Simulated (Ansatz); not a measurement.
AlN: how much do the potentials matter?

AlN in the wurtzite structure, in a typed cell, not relaxed.

```yaml
# lattice in Å, fractional positions
crystal:
  lattice:
    - [1.56450, -2.70979, 0.00000]
    - [1.56450, 2.70979, 0.00000]
    - [0.00000, 0.00000, 5.01700]
  atoms:
    - { symbol: Al, position: [0.33333, 0.66667, 0.00000] }
    - { symbol: Al, position: [0.66667, 0.33333, 0.50000] }
    - { symbol: N, position: [0.33333, 0.66667, 0.38200] }
    - { symbol: N, position: [0.66667, 0.33333, 0.88200] }
```

Computed with Ansatz (plane-wave DFT, scalar-relativistic): PBE; k mesh 6×6×4; fixed occupations; no spin. Harmonic phonons by linear response, frequencies in cm⁻¹, imaginary ones marked i; at Γ the three translations are left out and no LO–TO term is added.

Caveats: coarse k mesh; the program warns that the mesh is coarse for the field response.

The reference is the run on all-electron PAW datasets (no frozen core) at 520 eV and 10.63 Å³ an atom: top Γ mode (cm⁻¹) 703; lowest Γ mode (cm⁻¹) 237; mean ε∞ 4.57; mean Born charge of Al (e) 2.58.

Q: The same calculation was made on Ansatz generated PAW, Ansatz hand-made PAW, JTH PAW, PseudoDojo norm-conserving, GBRV ultrasoft, Ansatz norm-conserving. How far do the results move?

A: 
```tsv
potentials	cutoff (eV)	top Γ mode (cm⁻¹)	lowest Γ mode (cm⁻¹)	mean ε∞	mean Born charge of Al (e)
Ansatz generated PAW	420	703	237	4.53	2.58
Ansatz hand-made PAW	900	703	237	4.56	2.58
JTH PAW	1320	707	237	4.54	2.57
PseudoDojo norm-conserving	1143	707	238	4.49	2.56
GBRV ultrasoft	544	706	236	4.53	2.59
Ansatz norm-conserving	1240	706	237	4.50	2.56
```

The largest move among the frequencies in the table is 4.7 cm⁻¹, in the top Γ mode on JTH PAW. Over all modes computed it is 8 cm⁻¹, on JTH PAW.
